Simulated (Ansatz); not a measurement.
# Strain response of AlNi3

Theory: Ansatz 0.2.0, DFT PBEsol, scalar-relativistic, plane waves, PAW. (420 eV cutoff, 14×14×14 k-mesh, Gaussian smearing of 0.10 eV, collinear spin)

The relaxed crystal:

```yaml
crystal:
  lattice:
    - [3.51909, 0.00000, 0.00000]
    - [0.00000, 3.51909, 0.00000]
    - [0.00000, 0.00000, 3.51909]
  atoms:
    - { symbol: Al, position: [0.00000, 0.00000, 0.00000] }
    - { symbol: Ni, position: [0.00000, 0.50000, 0.50000] }
    - { symbol: Ni, position: [0.50000, 0.00000, 0.50000] }
    - { symbol: Ni, position: [0.50000, 0.50000, 0.00000] }
```

Deformation: uniaxial strain along a, with the lengths of b and c and the atoms relaxed and the angles held, all within the symmetry that the strain leaves. Energies are extrapolated to zero smearing.

```csv
strain (%),ΔE (meV/atom),a (Å),b (Å),c (Å),moment (μB/cell)
-3.0,4.3,3.414,3.563,3.563,0.64
-2.0,1.9,3.449,3.547,3.547,0.67
-1.0,0.5,3.484,3.533,3.533,0.69
+0.0,0.0,3.519,3.519,3.519,0.69
+1.0,0.5,3.554,3.506,3.506,0.69
+2.0,2.0,3.589,3.493,3.493,0.68
+3.0,4.6,3.625,3.481,3.481,0.66
```

Problem. What stiffness (1/V) d²E/dε² at zero strain does a cubic fit over all points give?

Solution. A cubic fit gives (1/V) d²E/dε² = 145 GPa at zero strain (Young's modulus along this axis, angles held).

Problem. How does the free axis b answer a small strain?

Solution. Between the innermost points its strain is -0.38 times the applied one.